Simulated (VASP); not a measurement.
# C (Fd-3m) in VASP: further runs, part 2 of 2

VASP 6.6.1. Earlier steps stand in the parts before.

## Step 3: Relaxation of cell and atoms, PBE

This run uses another cell than the first one, of 5.70 Å³/atom, 1.006 times its volume.

INCAR reads:

```
SYSTEM = C
  PREC = Accurate
  ENCUT = 520
  EDIFF = 1E-7
  ISMEAR = 0
  SIGMA = 0.02
  LREAL = .False.
  LASPH = .True.
  NELM = 80
  ALGO = Fast
  ISIF = 3
  LWAVE = .False.
  LCHARG = .False.
  GGA = PE
  IBRION = 2
  NSW = 80
  EDIFFG = -0.002
  KPAR = 4
```

KPOINTS reads:

```
regular mesh
0
Gamma
  14 14 14
  0 0 0
```

POSCAR reads:

```
C                                       
1.0
   -0.0000000000      1.7867104381      1.7867104381
    1.7867104381     -0.0000000000      1.7867104381
    1.7867104381      1.7867104381      0.0000000000
  C             
     2
Direct
     0.0000000000000000    0.0000000000000000    0.0000000000000000
     0.2500000000000000    0.2500000000000000    0.2500000000000000
```

Potentials or basis: VASP PAW PBE potentials, release 64 (C).

Command:

```sh
cat potpaw_PBE.64/C/POTCAR > POTCAR
mpirun -np 4 vasp_std > vasp.out
```

OUTCAR:

```text
SYSTEM = C
   PREC = Accurate
   ENCUT = 520
   EDIFF = 1E-7
   ISMEAR = 0
   LREAL = .False.
   LASPH = .True.
   NELM = 80
   ISIF = 3
   GGA = PE
   IBRION = 2
   NSW = 80
   EDIFFG = -0.002

 ion  position               nearest neighbor table
   1  0.000  0.000  0.000-   2 1.55   2 1.55   2 1.55   2 1.55
   2  0.250  0.250  0.250-   1 1.55   1 1.55   1 1.55   1 1.55

  LATTYP: Found a face centered cubic cell.
 ALAT       =     3.5734208762

  Lattice vectors:

 A1 = (   0.0000000000,   1.7867104381,   1.7867104381)
 A2 = (   1.7867104381,   0.0000000000,   1.7867104381)
 A3 = (   1.7867104381,   1.7867104381,   0.0000000000)

Analysis of symmetry for initial positions (statically):
=====================================================================
 Subroutine PRICEL returns:
 Original cell was already a primitive cell.

 Routine SETGRP: Setting up the symmetry group for a
 face centered cubic supercell.

 Subroutine GETGRP returns: Found 48 space group operations
 (whereof 24 operations were pure point group operations)
 out of a pool of 48 trial point group operations.
[... 165 lines left out ...]

  energy without entropy =      -18.18583707  energy(sigma->0) =      -18.18583707

 E-fermi :   9.8348     XC(G=0): -13.2227

 val. band max:        9.6488760733   @ k =   0.0000   0.0000   0.0000
 cond. band min:      13.7659088303   @ k =   0.3571   0.3571   0.0000
 fundamental gap:      4.1170327569
 Fermi energy:         9.8348411705

 k-point     1 :       0.0000    0.0000    0.0000
  band No.  band energies     occupation
      1     -11.7530      2.00000
      2       9.6489      2.00000
      3       9.6489      2.00000
      4       9.6489      2.00000
      5      15.2234      0.00000
      6      15.2234      0.00000
      7      15.2234      0.00000
      8      22.8525      0.00000
[... 243 lines left out ...]
 k-point    24 :       0.2857    0.1429    0.0000
  band No.  band energies     occupation
      1      -9.7091      2.00000
      2       3.6532      2.00000
      3       6.3505      2.00000
      4       7.0623      2.00000
      5      15.5451      0.00000
      6      19.5693      0.00000
      7      19.6807      0.00000
      8      21.9822      0.00000

 [... further k-points ...]
[... 5 lines left out ...]
  --------------------------------------------------------------------------------------
  -------------------------------------------------------------------------------------
  Total       -0.0005432     -0.0005432     -0.0005432      0.0000000      0.0000000     -0.0000000
  in kB       -0.0762868     -0.0762868     -0.0762868      0.0000000      0.0000000     -0.0000000
  external PRESSURE =      -0.0762868 kB  Pullay stress =       0.0000000 kB

 VOLUME and BASIS-vectors are now :
 -----------------------------------------------------------------------------
  energy-cutoff  :      520.00
  volume of cell :       11.41
      direct lattice vectors                 reciprocal lattice vectors
     0.000000000  1.786710438  1.786710438    -0.279843890  0.279843890  0.279843890
     1.786710438  0.000000000  1.786710438     0.279843890 -0.279843890  0.279843890
     1.786710438  1.786710438  0.000000000     0.279843890  0.279843890 -0.279843890

 POSITION                                       TOTAL-FORCE (eV/Angst)
 -----------------------------------------------------------------------------------
      0.00000      0.00000      0.00000         0.000000      0.000000      0.000000
      0.89336      0.89336      0.89336        -0.000000     -0.000000     -0.000000
 -----------------------------------------------------------------------------------
    total drift:                                0.000000      0.000000      0.000000

  FREE ENERGIE OF THE ION-ELECTRON SYSTEM (eV)
  ---------------------------------------------------
  free  energy   TOTEN  =       -18.1858370736 eV

  energy  without entropy=      -18.1858370736  energy(sigma->0) =      -18.18583707

 reached required accuracy - stopping structural energy minimisation
```

It took 4.2 s on 4 MPI ranks of AMD EPYC 7R13 (Zen 3), shared host; peak memory 0.1 GiB.

What came out:

- Free energy: -18.1858 eV
- Pressure after relaxing: 0.0 GPa
- Band gap on the k mesh: 4.12 eV, indirect (least direct gap 5.57 eV)

Final structure:
```xyz
2
Lattice="0.0000 1.7867 1.7867 1.7867 0.0000 1.7867 1.7867 1.7867 0.0000" Properties=species:S:1:pos:R:3 pbc="T T T"
C     0.0000    0.0000    0.0000
C     0.8934    0.8934    0.8934
```

Levels at points of the mesh, in eV from the valence-band top:
| k point | band 1 | band 2 | band 3 | band 4 | band 5 | band 6 | band 7 | band 8 |
| --- | --- | --- | --- | --- | --- | --- | --- | --- |
| (0.00, 0.00, 0.00) | -21.40 | 0.00 | 0.00 | 0.00 | 5.57 | 5.57 | 5.57 | 13.20 |
| (0.50, 0.00, 0.00) | -15.66 | -13.31 | -2.79 | -2.79 | 8.44 | 8.44 | 8.77 | 15.65 |
| (0.50, 0.50, 0.00) | -12.72 | -12.72 | -6.26 | -6.26 | 4.75 | 4.75 | 16.72 | 16.72 |

Caveat: the relaxation stopped at its first step, so nothing moved. A k mesh can miss the band edges.
